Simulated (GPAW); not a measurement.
# As (R-3m) in GPAW: further runs

The runs below take As through single point, with PBE, LDA.

Everything below comes from runs of GPAW 26.7.0. Logs are shortened: lines on timing, memory, paths and dates and some standing lists are left out, and cuts for length are marked. The log counts tension as positive stress, the text compression.

### 1 Starting point

The structure is trigonal, space group R-3m (No. 166). The conventional cell has a = 3.762 Å, b = 3.762 Å, c = 10.542 Å, α = 90.00°, β = 90.00°, γ = 120.00°. As (site symmetry 3m) has 3 As at 2.51 Å as nearest neighbours.

### 2 Single point, PBE

Input file run.py:

```python
from ase import Atoms
from ase.dft.bandgap import bandgap
from ase.io import write
from ase.units import GPa
from gpaw import GPAW, PW

atoms = Atoms(['As', 'As'],
              cell=[[1.8807968987, 1.0858785957, 3.5140619945],
                    [-1.8807968987, 1.0858785957, 3.5140619945],
                    [0.0, -2.1717571915, 3.5140619945]],
              scaled_positions=[[0.226, 0.226, 0.226],
                                [0.774, 0.774, 0.774]],
              pbc=True)

calc = GPAW(mode=PW(450),
            xc='PBE',
            kpts={'size': (7, 7, 7), 'gamma': True},
            occupations={'name': 'fermi-dirac', 'width': 0.05},
            nbands=13,
            maxiter=120,
            txt='gpaw.txt')
atoms.calc = calc
energy = atoms.get_potential_energy()
forces = atoms.get_forces()
stress = atoms.get_stress()
calc.write('gs.gpw')
write('result.traj', atoms)
print(f'Energy: {energy:.6f} eV')
print('Forces (eV/A):')
print(forces.round(4))
print('Stress (GPa):', (stress / GPa).round(3))
print('Fermi level:', round(calc.get_fermi_level(), 4), 'eV')
print(f'Gap: {bandgap(calc)[0]:.4f} eV, direct: {bandgap(calc, direct=True)[0]:.4f} eV')
```

Potentials or basis: GPAW PAW data sets (gpaw-data 1.2.1), pw.

Run with:

```bash
OMP_NUM_THREADS=1 python run.py
```

gpaw.txt:

```text
__  _  _
 | _ |_)|_||  |
 |__||  | ||/\| - 26.7.0

Input parameters:
  mode=PW(ecut=450.00000000000006),
  kpts=MonkhorstPack(size=(7, 7, 7), gamma=True),
  maxiter=120,
  nbands=13,
  occupations=Occupations(name='fermi-dirac', width=0.05),
  xc=XC(name='PBE')

Diagonalizing LCAO Hamiltonian
Converting LCAO to pw mode

       As

       As

Atoms  # Å, Bohr magnetons
|   | symbol |         x |         y |        z |    initial magnetic moments |
|---|--------|-----------|-----------|----------|-----------------------------|
| 0 |     As | -0.000000 | -0.000000 | 2.382534 | ( 0.0000,  0.0000,  0.0000) |
| 1 |     As |  0.000000 | -0.000000 | 8.159652 | ( 0.0000,  0.0000,  0.0000) |

Unit cell  # Å
| periodic |         x |         y |        z |  lengths |    angles |
|----------|-----------|-----------|----------|----------|-----------|
|      yes |  1.880797 |  1.085879 | 3.514062 | 4.131000 | 54.167000 |
|      yes | -1.880797 |  1.085879 | 3.514062 | 4.131000 | 54.167000 |
|      yes |  0.000000 | -2.171757 | 3.514062 | 4.131000 | 54.167000 |

Number of symmetries: 12
Symmetry operations  # r_c * U_cc + t_c -> r_c
|    | kind |            matrix            |
|----|------|------------------------------|
|  0 |  E   |  1, 0, 0,  0, 1, 0,  0, 0, 1 |
|  1 |  σ   |  1, 0, 0,  0, 0, 1,  0, 1, 0 |
|  2 |  σ   |  0, 1, 0,  1, 0, 0,  0, 0, 1 |
|  3 |  C3  |  0, 1, 0,  0, 0, 1,  1, 0, 0 |
|  4 |  C3  |  0, 0, 1,  1, 0, 0,  0, 1, 0 |
|  5 |  σ   |  0, 0, 1,  0, 1, 0,  1, 0, 0 |
|  6 |  C2  |  0, 0,-1,  0,-1, 0, -1, 0, 0 |
|  7 |  S6  |  0, 0,-1, -1, 0, 0,  0,-1, 0 |
|  8 |  S6  |  0,-1, 0,  0, 0,-1, -1, 0, 0 |
|  9 |  C2  |  0,-1, 0, -1, 0, 0,  0, 0,-1 |
| 10 |  C2  | -1, 0, 0,  0, 0,-1,  0,-1, 0 |
| 11 |  i   | -1, 0, 0,  0,-1, 0,  0, 0,-1 |

BZ-sampling:
  Number of BZ points: 343
  Number of IBZ points: 44

  Monkhorst-Pack size: [7, 7, 7]
  Monkhorst-Pack shift: [0, 0, 0]

K-points  # in reciprocal-cell coordinates
|     |                                coordinates |     weight |
|-----|--------------------------------------------|------------|
|   0 | (  0.00000000,   0.00000000,   0.00000000) | 0.00291545 |
|   1 | (  0.14285714,   0.00000000,  -0.14285714) | 0.01749271 |
|   2 | (  0.14285714,   0.00000000,   0.00000000) | 0.01749271 |
|   3 | (  0.14285714,   0.14285714,  -0.14285714) | 0.01749271 |
|   4 | (  0.14285714,   0.14285714,   0.00000000) | 0.01749271 |
|   5 | (  0.14285714,   0.14285714,   0.14285714) | 0.00583090 |
|   6 | (  0.28571429,  -0.14285714,  -0.14285714) | 0.01749271 |
|   7 | (  0.28571429,   0.00000000,  -0.28571429) | 0.01749271 |
|   8 | (  0.28571429,   0.00000000,  -0.14285714) | 0.03498542 |
|   9 | (  0.28571429,   0.00000000,   0.00000000) | 0.01749271 |
| ... |                                            |            |
|  43 | (  0.42857143,   0.42857143,   0.42857143) | 0.00583090 |

Plane wave coefficients: 961
Cutoff: 450.00000000000006 eV

Spin-components: 1 (collinear spins)
Bands:           13
Projectors:      10
Spin-degeneracy: 2
Datatype:        complex128

Parallelization:
  kpt:    1
  domain: 1
  band:   1

Density:
  Valence electrons: 10.0
  Components: 1
  Grid points: [21 21 21]
  Charge: 0.0  # |e|

Potential:
  Grid points: [21 21 21]

species:
  As:
    name:    Arsenic
    Z:       33.0
    valence: 5
    core:    28
    charge:  0.0  # [|e|]
    compensation charges:
      type: gauss
      rc: 0.33  # [Å]
      lmax: 2
    cutoffs:
      filter: 1.87  # [Å]
      core: 2.96  # [Å]
    projectors
    | kind |    occ | energy [eV] | rcut [Å] |
    |------|--------|-------------|----------|
    |   4s |  2.000 |     -14.487 |    1.058 |
    |   4p |  3.000 |      -5.196 |    1.058 |
    |    s |        |      12.725 |    1.058 |
    |    p |        |      22.016 |    1.058 |
    |    d |        |       0.000 |    1.058 |

    Using partial waves for As as LCAO basis

Reference energy: -123005.947200  # eV

eigensolver:
  PPCG
  Converge bands: occupied
  niter=2

density mixing:
  MSR1-Mixer
  Pratt-step length: 0.05
  Maximum mixing coefficient: 0.75
  Old densities: 10
  SVD Regularization: 0.005
  Good broyden scale: 1.0
  Trust region scale: 1.0
  Backstep threshold: 4.0
  History deletion threshold: 6.0
  Fourier metric: weight=20.0, sigma=0.015

occupation numbers:
  Fermi-Dirac:
    width: 0.0500  # eV

poisson solver:
  ecut: 3600.0000000000005  # eV

xc functional:
  name: PBE with 2 nearest neighbor stencil

convergence criteria:
- Maximum [total energy] change in last 3 cyles: 0.0005 eV / valence electron
- Maximum integral of absolute [dens]ity change: 0.0001 electrons / valence electron
- Maximum integral of absolute [eigenst]ate change: 4e-08 eV^2 / valence electron
maximum number of iterations: 120

SCF iterations
|iter     | |      energy | eigst |  dens |
|---------|-|-------------|-------|-------|
|iter:   1| |   -9.331236 | -0.71 |       |
|iter:   2| |   -9.331875 | -3.04 | -1.17 |
|iter:   3| |   -9.325115 | -3.32 | -1.19 |
|iter:   4| |   -9.325028 | -4.13 | -1.75 |
|iter:   5| |   -9.325053c| -6.15 | -2.84 |
|iter:   6| |   -9.325058c| -7.22 | -3.33 |
|iter:   7| |   -9.325058c| -8.54c| -4.04c|

Converged in 7 steps
Energy contributions relative to reference atoms: (reference = -123005.947200)

Energy contributions:
  Kinetic:          19.768191
  Coulomb:         -19.073343
  Zero:             -0.020227
  External:          0.000000
  Xc:               -9.998447
  Entropy:          -0.002463
  Spinorbit:         0.000000
  ----------------------------
  Free energy:      -9.326290
  Extrapolated:     -9.325058

dipole moment: (-0.000000, 0.000000, -0.000024)  # |e|*Ang

Fermi level: 7.031
Eigenvalues  # (at kpt = [0.000, 0.000, 0.000])
| band index |      eig [eV] | occ [0-2] |
|------------|---------------|-----------|
|          0 |        -8.059 |     2.000 |
|          1 |         1.220 |     2.000 |
|          2 |         4.529 |     2.000 |
|          3 |         4.964 |     2.000 |
|          4 |         4.964 |     2.000 |
|          5 |         8.603 |     0.000 |
|          6 |         9.917 |     0.000 |
|          7 |         9.917 |     0.000 |
|          8 |        13.928 |     0.000 |
|          9 |        13.928 |     0.000 |
|         10 |        14.442 |     0.000 |
|         11 |        15.862 |     0.000 |
|         12 |        15.887 |     0.000 |

No gap
No difference between direct/indirect transitions

Forces  # eV/Ang
|       x |        y |        z |
|---------|----------|----------|
| 0.00000 | -0.00000 |  0.44415 |  # As   0
| 0.00000 |  0.00000 | -0.44415 |  # As   1

Stress tensor  # eV/Ang^3
|         x |         y |         z |
|-----------|-----------|-----------|
| -0.025904 |  0.000000 | -0.000000 |
| -0.000000 | -0.025904 | -0.000000 |
| -0.000000 | -0.000000 | -0.019732 |

# Writing to gs.gpw (mode='')
```

Wall time 23 s (1 thread of Intel Xeon at 2.50GHz (Skylake/Cascade Lake), shared host); peak memory 0.14 GiB.

What came out:

```
Free energy            : -9.3263 eV
Pressure               : 3.8 GPa
Largest force          : 0.444 eV/Å
Band gap on the k mesh : none (metal or under the smearing width)
```

Forces on the atoms (eV/Å):
```
As   0.000  0.000  0.444
As   0.000  0.000 -0.444
```

Stress tensor (GPa, compression positive):
```
4.15 0.00 0.00
0.00 4.15 0.00
0.00 0.00 3.16
```

Caveat: the cutoff is short for stress and forces, so pressures can be off by a GPa or more.

### 3 Single point, PBE

Edit run.py of step 2 so:

```diff
@@ -1,4 +1,3 @@
-from ase import Atoms
 from ase.dft.bandgap import bandgap
-from ase.io import write
+from ase.io import read, write
 from ase.units import GPa
@@ -6,9 +5,3 @@
 
-atoms = Atoms(['As', 'As'],
-              cell=[[1.8807968987, 1.0858785957, 3.5140619945],
-                    [-1.8807968987, 1.0858785957, 3.5140619945],
-                    [0.0, -2.1717571915, 3.5140619945]],
-              scaled_positions=[[0.226, 0.226, 0.226],
-                                [0.774, 0.774, 0.774]],
-              pbc=True)
+atoms = read('As.xyz')
```

Input file As.xyz:

```xyz
2
Lattice="1.8807968987 1.0858785957 3.5140619945 -1.8807968987 1.0858785957 3.5140619945 0.0000000000 -2.1717571915 3.5140619945" Properties=species:S:1:pos:R:3 pbc="T T T"
As     0.0000000000      0.0000000000      2.3825340323
As     0.0000000000     -0.0000000001      8.1596519512
```

Potentials or basis: GPAW PAW data sets (gpaw-data 1.2.1), pw.

Run with:

```bash
OMP_NUM_THREADS=1 python run.py
```

It took 25 s on 1 thread of Intel Xeon at 2.50GHz (Skylake/Cascade Lake), shared host; peak memory 0.14 GiB.

The run converged. Its results:

| Quantity | Value |
| --- | --- |
| Free energy | -9.3263 eV |
| Pressure | 3.8 GPa |
| Largest force | 0.444 eV/Å |
| Band gap on the k mesh | none (metal or under the smearing width) |

Forces on the atoms (eV/Å):
```
As   0.000  0.000  0.444
As   0.000  0.000 -0.444
```

Stress tensor (GPa, compression positive):
```
4.15 0.00 0.00
0.00 4.15 0.00
0.00 0.00 3.16
```

Levels at points of the mesh, in eV from the Fermi level:
```csv
k point,band 3,band 4,band 5,band 6,band 7,band 8
"(0.00, 0.00, 0.00)",-2.50,-2.07,-2.07,1.57,2.89,2.89
```

Caveat: the cutoff is short for stress and forces, so pressures can be off by a GPa or more.

### 4 Single point, PBE

run.py is that of step 3.

As.xyz is that of step 3.

Run with:

```bash
OMP_NUM_THREADS=1 python run.py
```

Wall time 29 s (1 thread of Intel Xeon at 2.50GHz (Skylake/Cascade Lake), shared host); peak memory 0.14 GiB.

It converged, with:

```yaml
Free_energy: -9.3263 eV
Pressure: 3.8 GPa
Largest_force: 0.444 eV/Å
Band_gap_on_the_k_mesh: none (metal or under the smearing width)
```

Forces on the atoms (eV/Å):
```
As   0.000  0.000  0.444
As   0.000  0.000 -0.444
```

Stress tensor (GPa, compression positive):
```
4.15 0.00 0.00
0.00 4.15 0.00
0.00 0.00 3.16
```

Levels at points of the mesh, in eV from the Fermi level:
```
           k point  band 2  band 3  band 4  band 5  band 6  band 7  band 8  band 9
(0.00, 0.00, 0.00)   -5.81   -2.50   -2.07   -2.07    1.57    2.89    2.89    6.90
```

Caveat: the cutoff is short for stress and forces, so pressures can be off by a GPa or more.

### 5 Single point, LDA

Edit run.py of step 4 so:

```diff
@@ -5,6 +5,6 @@
 
-atoms = read('As.xyz')
+atoms = read('As.cif')
 
-calc = GPAW(mode=PW(450),
-            xc='PBE',
+calc = GPAW(mode=PW(500),
+            xc='LDA',
             kpts={'size': (7, 7, 7), 'gamma': True},
```

Input file As.cif:

```cif
data_As
_cell_length_a 4.13100000
_cell_length_b 4.13100000
_cell_length_c 4.13100000
_cell_angle_alpha 54.16700000
_cell_angle_beta 54.16700000
_cell_angle_gamma 54.16700000
_space_group_name_H-M_alt 'P1'
_space_group_name_Hall 'P 1'
_space_group_IT_number 1
loop_
_space_group_symop_operation_xyz
'x,y,z'
loop_
_atom_site_label
_atom_site_type_symbol
_atom_site_symmetry_multiplicity
_atom_site_Wyckoff_symbol
_atom_site_fract_x
_atom_site_fract_y
_atom_site_fract_z
_atom_site_occupancy
As1 As 1 a 0.2260000000 0.2260000000 0.2260000000 1
As2 As 1 a 0.7740000000 0.7740000000 0.7740000000 1
```

Potentials or basis: the program's PAW data sets (release 1.2.1) made for this functional, pw.

Run with:

```bash
OMP_NUM_THREADS=1 python run.py
```

Run time: 28 s. Hardware: 1 thread of Intel Xeon at 2.50GHz (Skylake/Cascade Lake), shared host; peak memory 0.15 GiB.

It converged, with:

| Quantity | Value |
| --- | --- |
| Free energy | -10.7824 eV |
| Pressure | -1.2 GPa |
| Largest force | 0.278 eV/Å |
| Band gap on the k mesh | none (metal or under the smearing width) |

Forces on the atoms (eV/Å):
```
As   0.236  0.121  0.082
As  -0.236 -0.121 -0.082
```

Stress tensor (GPa, compression positive):
```
-1.56 -0.31 -0.21
-0.31 -1.11 -0.11
-0.21 -0.11 -1.03
```

Levels at points of the mesh, in eV from the Fermi level:
| k point | band 1 | band 2 | band 3 | band 4 | band 5 | band 6 | band 7 | band 8 | band 9 |
| --- | --- | --- | --- | --- | --- | --- | --- | --- | --- |
| (0.00, 0.00, 0.00) | -15.06 | -5.88 | -2.44 | -2.00 | -2.00 | 1.60 | 2.91 | 2.91 | 6.97 |

Caveat: the cutoff is short for stress and forces, so pressures can be off by a GPa or more.
